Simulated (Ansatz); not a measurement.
# AlN: energy along a strain

AlN, F-43m, a = 4.368 Å (as given, not relaxed at this level: 4.9 GPa). This isn't the usual stable structure of the compound. Ansatz: PBE, PAW, 420 eV, Γ-centred 10×10×10 mesh on 2 atoms, Gaussian smearing 0.05 eV; no spin polarisation. Cell vectors (Å): 0.000 2.184 2.184; 2.184 0.000 2.184; 2.184 2.184 0.000. The cell is strained by x per cent times the pattern (0 0 1 0 0 0) in the order xx yy zz yz xz xy (engineering shears), with fractional coordinates held. y is the free energy over the start, V0 = 10.417 Å³/atom. Points with a strain past 8.5 % were computed too (3) and aren't used here.

```
x (%) y (meV/atom)
-7.50             ?
-5.00         40.28
-2.50         14.00
 0.00          0.00
 2.50         -1.89
 5.00          8.10
 7.50         29.66
```

Q: Fit y = c1 x + c2 x² + c3 x³ to the other rows, get the stiffness along the pattern, and predict the missing energy.

A: Least squares on the rows shown. y = −3.1563 x + 0.96743 x² − 0.0025600 x³. The clamped-ion stiffness p·C·p = 2 × 9.674 eV × 160.2 / 10.417 Å³ = 298 GPa, which is C33 in these axes (C11 of the cubic crystal) (second derivative at the start, which stands under stress). At x = -7.50 the fit asked for gives 79.17 meV/atom. The run gave 79.00 meV/atom, so the fit is 0.17 meV/atom too high, 0.21 % of the span of the series, against an rms of 0.01 meV/atom on the fitted rows. The row lies outside the fitted range. With a term in x⁴ added, a fit to the same known rows predicts 78.94 meV/atom, so most of the miss is curvature that the known rows already hold.